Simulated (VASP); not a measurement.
# HfN (P6_3/mmc) in VASP: single point with PBEsol

Aim: the single point of HfN with PBEsol.

Program: VASP 6.6.1. These are calculated values, not measurements. Logs are shortened: lines on timing, memory, paths and dates and some standing lists are left out, and cuts for length are marked.

**1. The cell of the first run**

The structure is hexagonal, space group P6_3/mmc (No. 194). The conventional cell has a = 3.255 Å, b = 3.255 Å, c = 5.463 Å, α = 90.00°, β = 90.00°, γ = 120.00°. Hf (site symmetry -6m2) is surrounded by 6 N at 2.32 Å. N (site symmetry -3m) is surrounded by 6 Hf at 2.32 Å.

The cell comes from a database or a generator and needn't be the stable form of this composition.

**2. Single point, PBEsol (strained and moved within the space group)**

INCAR reads:

```
PREC = Accurate
ENCUT = 520
EDIFF = 1E-6
ISMEAR = 0
SIGMA = 0.1
LREAL = F
LASPH = T
NELM = 100
ALGO = Fast
ISIF = 2
LWAVE = F
LCHARG = T
GGA = PS
LELF = T
LVHAR = T
NBANDS = 23
```

KPOINTS reads:

```
regular mesh
0
Gamma
  15 15 8
```

POSCAR reads:

```
HfN
1.0
    3.2549395497      0.0000000000      0.0000000000
   -1.6274697749      2.8188603378      0.0000000000
    0.0000000000      0.0000000000      5.4634602577
Hf N
2 2
Direct
    0.6666666700      0.3333333300      0.7500000000
    0.3333333300      0.6666666700      0.2500000000
    0.0000000000      0.0000000000      0.0000000000
    0.0000000000      0.0000000000      0.5000000000
```

Potentials or basis: VASP PAW PBE potentials, release 64 (Hf_pv, N).

Run with:

```sh
$ cat potpaw_PBE.64/Hf_pv/POTCAR potpaw_PBE.64/N/POTCAR > POTCAR
$ mpirun -np 1 vasp_std > vasp.out
```

OUTCAR:

```text
PREC = Accurate
   ENCUT = 520
   EDIFF = 1E-6
   ISMEAR = 0
   LREAL = F
   LASPH = T
   NELM = 100
   ISIF = 2
   GGA = PS

 ion  position               nearest neighbor table
   1  0.667  0.333  0.750-   3 2.32   4 2.32   3 2.32   4 2.32   3 2.32   4 2.32   2 3.32   2 3.32
                             2 3.32   2 3.32   2 3.32   2 3.32
   2  0.333  0.667  0.250-   3 2.32   4 2.32   3 2.32   4 2.32   3 2.32   4 2.32   1 3.32   1 3.32
                             1 3.32   1 3.32   1 3.32   1 3.32
   3  0.000  0.000  0.000-   1 2.32   2 2.32   1 2.32   2 2.32   1 2.32   2 2.32
   4  0.000  0.000  0.500-   1 2.32   2 2.32   1 2.32   2 2.32   1 2.32   2 2.32

  LATTYP: Found a hexagonal cell.
 ALAT       =     3.2549395497
 C/A-ratio  =     1.6785135866

  Lattice vectors:

 A1 = (   3.2549395497,   0.0000000000,   0.0000000000)
 A2 = (  -1.6274697749,   2.8188603378,   0.0000000000)
 A3 = (   0.0000000000,   0.0000000000,   5.4634602577)

Analysis of symmetry for initial positions (statically):
=====================================================================
 Subroutine PRICEL returns:
 Original cell was already a primitive cell.

 Routine SETGRP: Setting up the symmetry group for a
 hexagonal supercell.

 Subroutine GETGRP returns: Found 24 space group operations
 (whereof 12 operations were pure point group operations)
 out of a pool of 24 trial point group operations.

The static configuration has the point symmetry D_3d.
 The point group associated with its full space group is D_6h.

Analysis of symmetry for dynamics (positions and initial velocities):
=====================================================================
 Subroutine PRICEL returns:
 Original cell was already a primitive cell.

 Routine SETGRP: Setting up the symmetry group for a
 hexagonal supercell.

 Subroutine GETGRP returns: Found 24 space group operations
 (whereof 12 operations were pure point group operations)
 out of a pool of 24 trial point group operations.

The dynamic configuration has the point symmetry D_3d.
 The point group associated with its full space group is D_6h.

 Subroutine INISYM returns: Found 24 space group operations
 (whereof 12 operations are pure point group operations),
 and found     1 'primitive' translations

----------------------------------------------------------------------------------------

                                     Primitive cell

  volume of cell :      50.1284

  direct lattice vectors                    reciprocal lattice vectors
     3.254939550  0.000000000  0.000000000     0.307225368  0.177376649  0.000000000
    -1.627469775  2.818860338  0.000000000     0.000000000  0.354753297  0.000000000
     0.000000000  0.000000000  5.463460258     0.000000000  0.000000000  0.183034186

  length of vectors
     3.254939550  3.254939550  5.463460258     0.354753297  0.354753297  0.183034186

  position of ions in fractional coordinates (direct lattice)
     0.666666670  0.333333330  0.750000000
     0.333333330  0.666666670  0.250000000
     0.000000000  0.000000000  0.000000000
     0.000000000  0.000000000  0.500000000

  ion indices of the primitive-cell ions
   primitive index   ion index
                 1           1
                 2           2
                 3           3
                 4           4

----------------------------------------------------------------------------------------

 KPOINTS: regular mesh

Automatic generation of k-mesh.
 Grid dimensions read from file:
 generate k-points for:   15   15    8

 Generating k-lattice:

  Cartesian coordinates                     Fractional coordinates (reciprocal lattice)
     0.020481691  0.011825110  0.000000000     0.066666667  0.000000000  0.000000000
     0.000000000  0.023650220  0.000000000     0.000000000  0.066666667  0.000000000
     0.000000000  0.000000000  0.022879273     0.000000000  0.000000000  0.125000000

  Length of vectors
     0.023650220  0.023650220  0.022879273

  Shift w.r.t. Gamma in fractional coordinates (k-lattice)
     0.000000000  0.000000000  0.000000000

 Subroutine IBZKPT returns following result:
 ===========================================

 Found    135 irreducible k-points:

 Following reciprocal coordinates:
            Coordinates               Weight
  0.000000  0.000000  0.000000      1.000000
  0.066667  0.000000  0.000000      6.000000
  0.133333 -0.000000  0.000000      6.000000
  0.200000 -0.000000  0.000000      6.000000
  0.266667 -0.000000  0.000000      6.000000
  0.333333  0.000000  0.000000      6.000000
[... 16 lines left out ...]
  0.333333  0.200000  0.000000     12.000000
  0.400000  0.200000  0.000000      6.000000
 [... further k-points ...]
   k-points           NKPTS =    135   k-points in BZ     NKDIM =    135   number of bands    NBANDS=     23
   number of dos      NEDOS =    301   number of ions     NIONS =      4
   total plane-waves  NPLWV =  24192
   dimension x,y,z NGX =    24 NGY =   24 NGZ =   42
   dimension x,y,z NGXF=    48 NGYF=   48 NGZF=   84
   ions per type =               2   2
   NGX,Y,Z   is equivalent  to a cutoff of  12.26, 12.26, 12.78 a.u.
   NGXF,Y,Z  is equivalent  to a cutoff of  24.52, 24.52, 25.56 a.u.
 SYSTEM =  unknown system
   PREC   = accura    normal or accurate (medium, high low for compatibility)
   ISTART =      0    job   : 0-new  1-cont  2-samecut
   ICHARG =      2    charge: 1-file 2-atom 10-const
   ISPIN  =      1    spin polarized calculation?
   LNONCOLLINEAR =      F non collinear calculations
   LSORBIT =      F    spin-orbit coupling
   LASPH  =      T    aspherical Exc in radial PAW
   ENCUT  =  520.0 eV  38.22 Ry    6.18 a.u.   6.05  6.05 10.16*2*pi/ulx,y,z
   NELM   =    100;   NELMIN=  2; NELMDL= -5     # of ELM steps
   EDIFF  = 0.1E-05   stopping-criterion for ELM
[... 8 lines left out ...]
   TEBEG  =    0.0;   TEEND  =   0.0 temperature during run
   PSTRESS=    0.0 pullay stress
   NELECT =      30.0000    total number of electrons
   NUPDOWN=      -1.0000    fix difference up-down
   EMIN   =  10.00;   EMAX   =-10.00  energy-range for DOS
   EFERMI =   0.00;   METHOD = LEGACY
   ISMEAR =     0;   SIGMA  =   0.10  broadening in eV -4-tet -1-fermi 0-gaus
   EFERMI_NEDOS =   21; number of points for ismear=-14 and -15
   IALGO  =     68    algorithm
   IMIX   =      4    mixing-type and parameters
     AMIX     =   0.40;   BMIX     =  1.00
     AMIX_MAG =   1.60;   BMIX_MAG =  1.00
  volume/ion in A,a.u.               =      12.53        84.57
  Fermi-wavevector in a.u.,A,eV,Ry     =   1.379602  2.607070 25.895993  1.903302
  Thomas-Fermi vector in A             =   2.504556
   LORBIT       =      0    0 simple, 1 ext, 2 COOP (PROOUT), +10 PAW based schemes
   GGA     = PS    functional components
   LHFCALC =     F    Hartree Fock is set to
   AEXX    =    0.0000 exact exchange contribution
   IVDW    =     0    specifies the selected vdW correction
   LEPSILON=     F    determine dielectric tensor
   LRPA    =     F    only Hartree local field effects (RPA)
 non-spin polarized calculation
 RMM-DIIS sequential band-by-band and
 Gauss-broadening in eV      SIGMA  =   0.10
  energy-cutoff  :      520.00
  volume of cell :       50.13
 maximum number of plane-waves:      1386
   NGX = 13   NGY = 13   NGZ = 21

 number of electron      29.9999998 magnetization

 Free energy of the ion-electron system (eV)
  ---------------------------------------------------
  ext. energy  EPLUGINS =         0.00000000
  ---------------------------------------------------
  free energy    TOTEN  =       -45.46880247 eV

  energy without entropy =      -45.46523702  energy(sigma->0) =      -45.46701975

 E-fermi :   7.0263     XC(G=0): -12.4687

 val. band max:        7.0185014043   @ k =   0.3333   0.3333   0.0000
 cond. band min:       7.0401225801   @ k =   0.0667   0.0667   0.2500
 fundamental gap:      0.0216211758
 Fermi energy:         7.0263006120

 k-point     1 :       0.0000    0.0000    0.0000
  band No.  band energies     occupation
      1     -24.7252      2.00000
      2     -24.0616      2.00000
      3     -23.9974      2.00000
      4     -23.9974      2.00000
      5     -23.9401      2.00000
      6     -23.9401      2.00000
[... 15 lines left out ...]
     22      12.3017      0.00000
     23      12.3018      0.00000

 k-point     2 :       0.0667    0.0000    0.0000
  band No.  band energies     occupation
      1     -24.7138      2.00000
      2     -24.0635      2.00000
      3     -24.0230      2.00000
      4     -24.0060      2.00000
      5     -23.9655      2.00000
      6     -23.9423      2.00000
[... 15 lines left out ...]
     22      12.1378      0.00000
     23      12.2769      0.00000

 k-point     3 :       0.1333   -0.0000    0.0000
  band No.  band energies     occupation
      1     -24.6805      2.00000
      2     -24.0969      2.00000
      3     -24.0698      2.00000
      4     -24.0345      2.00000
      5     -24.0289      2.00000
      6     -23.9500      2.00000
[... 15 lines left out ...]
     22      11.7277      0.00000
     23      11.9647      0.00000

 k-point     4 :       0.2000   -0.0000    0.0000
  band No.  band energies     occupation
      1     -24.6291      2.00000
      2     -24.2076      2.00000
      3     -24.1303      2.00000
      4     -24.0812      2.00000
      5     -24.0604      2.00000
      6     -23.9634      2.00000
[... 15 lines left out ...]
     22      11.3201      0.00000
     23      11.5026      0.00000

 k-point     5 :       0.2667   -0.0000    0.0000
  band No.  band energies     occupation
      1     -24.5649      2.00000
      2     -24.3347      2.00000
      3     -24.2350      2.00000
      4     -24.0991      2.00000
      5     -24.0947      2.00000
      6     -23.9805      2.00000
[... 434 lines left out ...]
 k-point    22 :       0.2667    0.2000    0.0000
  band No.  band energies     occupation
      1     -24.4843      2.00000
      2     -24.4158      2.00000
      3     -24.3809      2.00000
      4     -24.1946      2.00000
      5     -24.1594      2.00000
      6     -24.1149      2.00000
[... 15 lines left out ...]
     22      12.7129      0.00000
     23      12.7296      0.00000

 k-point    23 :       0.3333    0.2000    0.0000
  band No.  band energies     occupation
      1     -24.5309      2.00000
      2     -24.3909      2.00000
      3     -24.3606      2.00000
      4     -24.2450      2.00000
      5     -24.1920      2.00000
      6     -24.1397      2.00000
[... 15 lines left out ...]
     22      13.0003      0.00000
     23      13.0710      0.00000

 k-point    24 :       0.4000    0.2000    0.0000
  band No.  band energies     occupation
      1     -24.5473      2.00000
      2     -24.3905      2.00000
      3     -24.3342      2.00000
      4     -24.2669      2.00000
      5     -24.2103      2.00000
      6     -24.1482      2.00000
[... 15 lines left out ...]
     22      13.1167      0.00000
     23      13.3968      0.00000

 [... further k-points ...]
[... 5 lines left out ...]
  --------------------------------------------------------------------------------------
  -------------------------------------------------------------------------------------
  Total       -8.3714864     -8.3714864     -5.0656207      0.0000000     -0.0000000      0.0000000
  in kB     -267.5647429   -267.5647429   -161.9045219      0.0000000     -0.0000000      0.0000000
  external PRESSURE =    -232.3446692 kB  Pullay stress =       0.0000000 kB

 VOLUME and BASIS-vectors are now :
 -----------------------------------------------------------------------------
  energy-cutoff  :      520.00
  volume of cell :       50.13
      direct lattice vectors                 reciprocal lattice vectors
     3.254939550  0.000000000  0.000000000     0.307225368  0.177376649  0.000000000
    -1.627469775  2.818860338  0.000000000     0.000000000  0.354753297  0.000000000
     0.000000000  0.000000000  5.463460258     0.000000000  0.000000000  0.183034186

 POSITION                                       TOTAL-FORCE (eV/Angst)
 -----------------------------------------------------------------------------------
      1.62747      0.93962      4.09760        -0.000000      0.000000      0.000000
     -0.00000      1.87924      1.36587         0.000000     -0.000000      0.000000
      0.00000      0.00000      0.00000         0.000000     -0.000000      0.000000
      0.00000      0.00000      2.73173         0.000000     -0.000000      0.000000
 -----------------------------------------------------------------------------------
    total drift:                               -0.000004      0.000002     -0.000000

  FREE ENERGIE OF THE ION-ELECTRON SYSTEM (eV)
  ---------------------------------------------------
  free  energy   TOTEN  =       -45.4688024706 eV

  energy  without entropy=      -45.4652370200  energy(sigma->0) =      -45.46701975
```

It took 72 s on 1 thread of AMD EPYC 9R45 (Zen 5), shared host; peak memory 0.23 GiB.

What came out:

```
Free energy            : -45.4688 eV
Pressure               : -23.2 GPa
Band gap on the k mesh : none (metal or under the smearing width)
```

Levels at points of the mesh, in eV from the Fermi level:
```csv
k point,band 11,band 12,band 13,band 14,band 15,band 16,band 17,band 18,band 19,band 20
"(0.00, 0.00, 0.00)",-4.56,-3.43,-3.43,-1.43,-0.28,0.42,0.69,0.69,1.49,1.49
"(0.00, 0.00, 0.50)",-4.21,-4.21,-4.21,-4.21,1.72,1.72,2.47,2.47,2.75,2.75
```

Caveat: so large a pressure means that the cell lies far from this level's equilibrium, or that cutoff or potentials fall short; the potentials were made for another functional, which shifts forces and pressure. Spin-orbit coupling is left out, which matters for the levels of Hf.
